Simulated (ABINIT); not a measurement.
**AgBr in ABINIT: the effect of functional**

AgBr:

```
Ag Br
1.0
     0.00000    2.87015    2.87015
     2.87015    0.00000    2.87015
     2.87015    2.87015    0.00000
Ag Br
1 1
Cartesian
  0.0000 0.0000 0.0000
  2.8702 2.8702 2.8702
```

Alike in all runs:

- Program: ABINIT 10.8.3 (patched build)
- Task: single point
- Potentials or basis: SPMS NC PBE v1.0
- Cutoff: 599 eV
- k mesh: 6 × 6 × 6
- Occupations: fixed
- Spin: no spin polarisation

Q: One run gave: gap on the mesh 0.49 eV; pressure -1.6 GPa. Which functional did it use?
A. PBEsol
B. HSE06
C. PBE0

A: A.

| functional | gap on the mesh (eV) | pressure (GPa) |
| --- | --- | --- |
| PBEsol | 0.49 | -1.6 |
| HSE06 | 1.78 | 1.8 |
| PBE0 | 2.52 | 1.7 |

Caveats: the potentials were made for another functional, which shifts forces and pressure; Libxc's HSE differs a little from that of other programs (some runs).

A k mesh can miss the band edges.

Runs at the PBE level aren't shown here.
